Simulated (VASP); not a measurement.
# Fe (Im-3m) in VASP: a series of runs, part 2 of 2

VASP 6.6.1. Earlier steps stand in the parts before.

### 5 Single point, PBE, collinear spin, ferromagnetic start

INCAR reads:

```
SYSTEM = Fe
PREC = Accurate
ENCUT = 550
EDIFF = 1E-7
ISMEAR = 0
SIGMA = 0.05
LREAL = .FALSE.
LASPH = .TRUE.
NELM = 120
ALGO = Fast
ISIF = 2
LWAVE = .FALSE.
LCHARG = .FALSE.
ISPIN = 2
MAGMOM = 3
LORBIT = 11
LMAXMIX = 4
GGA = PE
NBANDS = 14
```

KPOINTS reads:

```
regular mesh
0
G
  13 13 13
  0 0 0
```

POSCAR reads:

```
Fe
1.0
   -1.4430000000      1.4430000000      1.4430000000
    1.4430000000     -1.4430000000      1.4430000000
    1.4430000000      1.4430000000     -1.4430000000
Fe
1
Direct
    0.0000000000      0.0000000000      0.0000000000
```

Potentials or basis: VASP PAW PBE potentials, release 64 (Fe_GW).

The run is started by

```bash
cat potpaw_PBE.64/Fe_GW/POTCAR > POTCAR
mpirun -np 1 vasp_std > vasp.out
```

It took 35 s on 1 thread of Intel Xeon Platinum 8488C (Sapphire Rapids), shared host; peak memory 0.16 GiB.

It converged, with:

```yaml
Free_energy: -8.2392 eV
Pressure: -10.0 GPa
Band_gap_on_the_k_mesh: none (metal or under the smearing width)
Net_moment: 2.28 μB per cell
Site_moments: Fe +2.27 μB
Valence_electrons_inside_the_program's_atomic_spheres: Fe 7.09
```

Levels at points of the mesh, in eV from the Fermi level:
Spin up:
```
           k point  band 2  band 3  band 4  band 5  band 6  band 7  band 8  band 9
(0.00, 0.00, 0.00)   -2.18   -2.18   -2.18   -1.07   -1.07   24.01   24.01   24.01
```
Spin down:
```csv
k point,band 1,band 2,band 3,band 4,band 5,band 6
"(0.00, 0.00, 0.00)",-7.93,-0.16,-0.16,-0.16,1.76,1.76
```

### 6 Single point, PBE, collinear spin, ferromagnetic start

run.py reads:

```python
from ase.calculators.vasp import Vasp
from ase.dft.bandgap import bandgap
from ase.io import read

atoms = read('Fe.cif')
atoms.set_initial_magnetic_moments([3.0])
calc = Vasp(
    directory='calc',
    xc='pbe',
    pp='PBE',
    setups={'base': 'minimal', 'Fe': '_GW'},
    prec='Accurate',
    encut=550,
    ediff=1e-07,
    ismear=0,
    sigma=0.05,
    lreal=False,
    lasph=True,
    nelm=150,
    algo='Fast',
    isif=2,
    lwave=False,
    lcharg=False,
    ispin=2,
    lorbit=11,
    lmaxmix=4,
    kpts=[13, 13, 13],
    gamma=True,
    nbands=14,
)
atoms.calc = calc

print('energy (eV):', atoms.get_potential_energy())
print('free energy (eV):', atoms.get_potential_energy(force_consistent=True))
print('forces (eV/A):')
print(atoms.get_forces())
print('stress (eV/A^3, Voigt):', atoms.get_stress())
print('Fermi level (eV):', calc.get_fermi_level())
print('moment (muB):', atoms.get_magnetic_moment())
print('site moments (muB):', atoms.get_magnetic_moments())
gap, top, bottom = bandgap(calc)
print('band gap (eV):', gap, 'from (spin, k, band)', top, 'to', bottom)
```

Fe.cif reads:

```cif
data_Fe
_cell_length_a 2.49934932
_cell_length_b 2.49934932
_cell_length_c 2.49934932
_cell_angle_alpha 109.47122063
_cell_angle_beta 109.47122063
_cell_angle_gamma 109.47122063
_space_group_name_H-M_alt 'P1'
_space_group_name_Hall 'P 1'
_space_group_IT_number 1
loop_
_space_group_symop_operation_xyz
'x,y,z'
loop_
_atom_site_label
_atom_site_type_symbol
_atom_site_symmetry_multiplicity
_atom_site_Wyckoff_symbol
_atom_site_fract_x
_atom_site_fract_y
_atom_site_fract_z
_atom_site_occupancy
Fe1 Fe 1 a 0.0000000000 0.0000000000 0.0000000000 1
```

Potentials or basis: VASP PAW PBE potentials, release 64 (Fe_GW).

The run is started by

```bash
python run.py
```

The log of the run:

```text
energy (eV): -8.23844251
free energy (eV): -8.23923002
forces (eV/A):
[[0. 0. 0.]]
stress (eV/A^3, Voigt): [6.25538618e-02 6.25538618e-02 6.25538618e-02 1.24830183e-11
 6.24150913e-12 6.24150913e-12]
Fermi level (eV): 5.00862195
moment (muB): 2.2770861
site moments (muB): [2.266]
band gap (eV): 0.0 from (spin, k, band) (None, None, None) to (None, None, None)
```

OUTCAR:

```text
ENCUT = 550.000000
   EDIFF = 1.00e-07
   GGA = PE
   PREC = Accurate
   ISIF = 2
   ISMEAR = 0
   ISPIN = 2
   LORBIT = 11
   NELM = 150
   LASPH = .TRUE.
   LREAL = .FALSE.

 ion  position               nearest neighbor table
   1  0.000  0.000  0.000-

  LATTYP: Found a body centered cubic cell.
 ALAT       =     2.8860000054

  Lattice vectors:

 A1 = (   2.4993493200,   0.0000000000,   0.0000000000)
 A2 = (  -0.8331164398,   2.3564091370,   0.0000000000)
 A3 = (  -0.8331164398,  -1.1782045681,   2.0407101746)

Analysis of symmetry for initial positions (statically):
=====================================================================
 Subroutine PRICEL returns:
 Original cell was already a primitive cell.

 Routine SETGRP: Setting up the symmetry group for a
 body centered cubic supercell.

 Subroutine GETGRP returns: Found 48 space group operations
[... 9 lines left out ...]

 Routine SETGRP: Setting up the symmetry group for a
 body centered cubic supercell.

[... 1560 lines left out ...]
     11      31.9876      0.00000
     12      34.7010      0.00000
     13      41.8102      0.00000
     14      46.3223      0.00000

 [... further k-points ...]

------------------------ aborting loop because EDIFF is reached ----------------------------------------

 total charge

# of ion       s       p       d       f       tot
--------------------------------------------------
    1        0.455   0.484   6.135   0.012   7.086

 magnetization (x)

# of ion       s       p       d       f       tot
--------------------------------------------------
    1       -0.011  -0.058   2.333   0.002   2.266

  FORCE on cell =-STRESS in cart. coord.  units (eV):
  Direction    XX          YY          ZZ          XY          YZ          ZX
  --------------------------------------------------------------------------------------
  -------------------------------------------------------------------------------------
  Total       -0.7518183     -0.7518183     -0.7518183     -0.0000000     -0.0000000     -0.0000000
  in kB     -100.2223349   -100.2223349   -100.2223350     -0.0000000     -0.0000000     -0.0000000
  external PRESSURE =    -100.2223349 kB  Pullay stress =       0.0000000 kB

 VOLUME and BASIS-vectors are now :
 -----------------------------------------------------------------------------
  energy-cutoff  :      550.00
  volume of cell :       12.02
      direct lattice vectors                 reciprocal lattice vectors
     2.499349320  0.000000000  0.000000000     0.400104136  0.141458174  0.245012744
    -0.833116440  2.356409137  0.000000000     0.000000000  0.424374522  0.245012744
    -0.833116440 -1.178204568  2.040710175     0.000000000  0.000000000  0.490025488

 POSITION                                       TOTAL-FORCE (eV/Angst)
 -----------------------------------------------------------------------------------
      0.00000      0.00000      0.00000         0.000000      0.000000      0.000000
 -----------------------------------------------------------------------------------
    total drift:                               -0.000000      0.000000     -0.000000

  FREE ENERGIE OF THE ION-ELECTRON SYSTEM (eV)
  ---------------------------------------------------
  free  energy   TOTEN  =        -8.2392300194 eV

  energy  without entropy=       -8.2376550085  energy(sigma->0) =       -8.23844251

 total charge

# of ion       s       p       d       f       tot
--------------------------------------------------
    1        0.455   0.484   6.135   0.012   7.086

 magnetization (x)

# of ion       s       p       d       f       tot
--------------------------------------------------
    1       -0.011  -0.058   2.333   0.002   2.266
```

INCAR:

```text
ENCUT = 550.000000
SIGMA = 0.050000
EDIFF = 1.00e-07
ALGO = Fast
GGA = PE
PREC = Accurate
ISIF = 2
ISMEAR = 0
ISPIN = 2
LMAXMIX = 4
LORBIT = 11
NBANDS = 14
NELM = 150
LASPH = .TRUE.
LCHARG = .FALSE.
LWAVE = .FALSE.
LREAL = .FALSE.
MAGMOM = 1*3.0000
```

Wall time 37 s (1 thread of Intel Xeon Platinum 8488C (Sapphire Rapids), shared host); peak memory 0.15 GiB.

What came out:

```
Free energy                                           : -8.2392 eV
Pressure                                              : -10.0 GPa
Band gap on the k mesh                                : none (metal or under the smearing width)
Net moment                                            : 2.28 μB per cell
Site moments                                          : Fe +2.27 μB
Valence electrons inside the program's atomic spheres : Fe 7.09
```

Levels at points of the mesh, in eV from the Fermi level:
Spin up:
```tsv
k point	band 3	band 4	band 5	band 6	band 7	band 8
(0.00, 0.00, 0.00)	-2.18	-2.18	-1.07	-1.07	24.01	24.01
```
Spin down:
| k point | band 1 | band 2 | band 3 | band 4 | band 5 | band 6 | band 7 | band 8 |
| --- | --- | --- | --- | --- | --- | --- | --- | --- |
| (0.00, 0.00, 0.00) | -7.93 | -0.16 | -0.16 | -0.16 | 1.76 | 1.76 | 23.75 | 23.75 |

### 7 Overview

```csv
level,potentials or basis,cutoff (eV),smearing,gap on the mesh (eV),pressure (GPa),moment (μB)
PBE,"VASP PAW PBE potentials, release 64 (Fe)",520,gaussian 0.1 eV,none,-9.1,2.29
PBEsol,"VASP PAW PBE potentials, release 54 (Fe)",520,gaussian 0.1 eV,none,-17.4,2.29
PBE,"VASP PAW PBE potentials, release 64 (Fe_GW)",550,gaussian 0.05 eV,none,-10.0,2.28
```

Alike in all rows: task single point; spin collinear, ferromagnetic start; cell as given; k mesh 13 × 13 × 13.

Caveats: so large a pressure means that the cell lies far from this level's equilibrium, or that cutoff or potentials fall short (some runs); the potentials were made for another functional, which shifts forces and pressure (some runs).

Absolute energies hang on the potentials; compare differences alone.
